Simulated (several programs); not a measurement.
Many methods on one cell: CuI (zincblende)

Measured values to be reproduced:
- volume: 27.72 Å³ an atom (from the lattice constants; cubic lattice constant; “Determination of acoustic phonon anharmonicities via second-order Raman scattering in CuI”; measurement temperature not stated, presumably room temperature; 2023; arxiv:2305.18931)

CuI in the zincblende structure, relaxed with r2SCAN in Ansatz, was computed with several methods. Space group F-43m (No. 216), cubic; a = 6.024 Å in the conventional setting, 27.33 Å³ an atom. Around Cu lie 4 I at 2.61 Å; around I lie 4 Cu at 2.61 Å. No spin polarisation and no zero-point or thermal motion.

```cif
data_structure
_symmetry_space_group_name_H-M 'F-43m'
_symmetry_Int_Tables_number 216
_cell_length_a 6.0241
_cell_length_b 6.0241
_cell_length_c 6.0241
_cell_angle_alpha 90.000
_cell_angle_beta 90.000
_cell_angle_gamma 90.000
_cell_volume 218.61
loop_
_atom_site_label
_atom_site_type_symbol
_atom_site_symmetry_multiplicity
_atom_site_Wyckoff_symbol
_atom_site_fract_x
_atom_site_fract_y
_atom_site_fract_z
_atom_site_occupancy
Cu1 Cu 4 a 0.00000 0.00000 0.00000 1
I1 I 4 d 0.25000 0.25000 0.75000 1
```

Gaps and times are for a single point on this cell; volume and bulk modulus come from each method's own relaxation or energy curve at fixed shape. Times are rough, from shared hosts (Arm Neoverse V1; Arm Neoverse V2), and each method has its own mesh and cell size. A dagger marks a closed or tiny gap in a crystal that DFT finds insulating: a failure of the method or a wrong SCF state. PM6 (MOPAC), PM7 (MOPAC), GFN1-xTB (tblite), GFN2-xTB (tblite) treat a cluster of cells at its zone centre, which samples few k points: where these miss a band edge, the gap comes out too large for that reason alone. Gaps from k meshes are read at a limited set of points (mesh, symmetry points, PBE's band edges), so each method's own least gap may be somewhat smaller. xTB and the PM methods were fitted mostly to molecules, and can miss a solid's gap by electronvolts. Minimal bases can be far off for gaps. Times of the plane-wave ladder aren't listed, since it ran on unlike processors and cards. GLLB-SC's gap includes the derivative discontinuity. d marks a direct gap, i an indirect one (no mark: not told apart), a dash a value that wasn't computed or didn't pass its checks.

```csv
method,kind,gap (eV),own volume (Å³/atom),bulk modulus (GPa),atoms computed,processor time
PBEsol,semilocal,–,26.19,–,2,–
light PBE (260 eV and a coarse mesh),light plane-wave,1.40 d,–,–,2,1.1 s
PBE/single zeta (GPAW),small basis,0.00†,–,–,2,2.2 s
GFN1-xTB (tblite),tight binding,2.81,29.76,53,cluster,2.3 s
PBE,semilocal,1.17 d,28.11,39,2,–
GFN2-xTB (tblite),tight binding,5.18,27.73,44,cluster,3.6 s
LDA,semilocal,0.99 d,25.19,–,2,–
PBE/SZV (CP2K),small basis,0.87 d,–,–,2,6.9 s
GLLB-SC (GPAW),model potential,2.61,–,–,2,7 s
PM7 (MOPAC),semi-empirical,13.31,–,–,cluster,7.9 s
r2SCAN,semilocal,1.67 d,27.33,44,2,–
PBE/DZVP (CP2K),small basis,1.22 d,29.16,37,2,20 s
PBE+SOC,semilocal,1.01 d,–,–,2,–
PM6 (MOPAC),semi-empirical,4.33,–,–,cluster,40 s
LC-ωPBE,hybrid,7.34 d,–,–,2,–
HSE06,hybrid,2.67 d,28.45,–,2,–
PBE0,hybrid,3.33 d,–,–,2,–
DDH-PBE0,hybrid,2.51 d,–,–,2,–
r2SCANh,hybrid,2.47 d,–,–,2,–
HSE06+SOC,hybrid,2.46 d,–,–,2,–
```

Against HSE06 (2.67 eV) and with closed or daggered gaps left aside, the nearest gap at the points sampled is that of GLLB-SC (GPAW) (-0.06 eV) and the farthest that of PM7 (MOPAC) (+10.64 eV). HSE06 is only a yardstick of convenience, and nearness to it can be luck.

Volumes against r2SCAN's: PBEsol -4.2 %, GFN1-xTB (tblite) +8.9 %, PBE +2.9 %, GFN2-xTB (tblite) +1.5 %, LDA -7.8 %, PBE/DZVP (CP2K) +6.7 %, HSE06 +4.1 %.

Comparison with experiment:
- Volume, measured 27.72 Å³ an atom: PBEsol -5.5 %, GFN1-xTB (tblite) +7.4 %, PBE +1.4 %, GFN2-xTB (tblite) 0.0 %, LDA -9.1 %, r2SCAN -1.4 %, PBE/DZVP (CP2K) +5.2 %, HSE06 +2.6 %.
The calculations are for a static lattice; samples hold vibrations, temperature and, in optical gaps, excitons. A measured value is shown where most reports agree with it, and only for the quantities listed.

Only the rows marked +SOC include spin-orbit coupling.
